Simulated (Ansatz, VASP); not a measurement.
## Co in VASP and in Ansatz

```
Co
1.0
     2.21719    0.00000    0.00000
     0.00000    2.21719    0.00000
     0.00000    0.00000    2.21719
Co
1
Direct
  0.00000 0.00000 0.00000
```

Change from the starting cell: volume scaled by 0.95, PAW files.

Alike in both runs: task single point; functional LDA; k mesh 17 × 17 × 17; occupations fermi-dirac, width 0.05 eV; collinear spin.

|  | VASP | Ansatz |
| --- | --- | --- |
| version | VASP 6.6.1 | Ansatz 0.2.0 |
| potentials or method | VASP PAW LDA potentials, release 64 (Co) | PAW with Ansatz's default frozen-core files, scalar-relativistic |
| plane-wave cutoff (eV) | 520 | 420 |
| valence electrons in the cell | 9 | 17 |

|  | VASP | Ansatz | Ansatz less VASP |
| --- | --- | --- | --- |
| pressure (GPa) | 9.5 | 11.1 | +1.62 |
| net moment per atom (μB) | 1.42 | 1.46 | +0.034 |
| size of the moment on the site where the two differ most (μB) | 1.41 | 1.44 | +0.032 |

Site moments also hang on the region over which each program counts them. The two sets of potentials don't hold the same shells in valence.
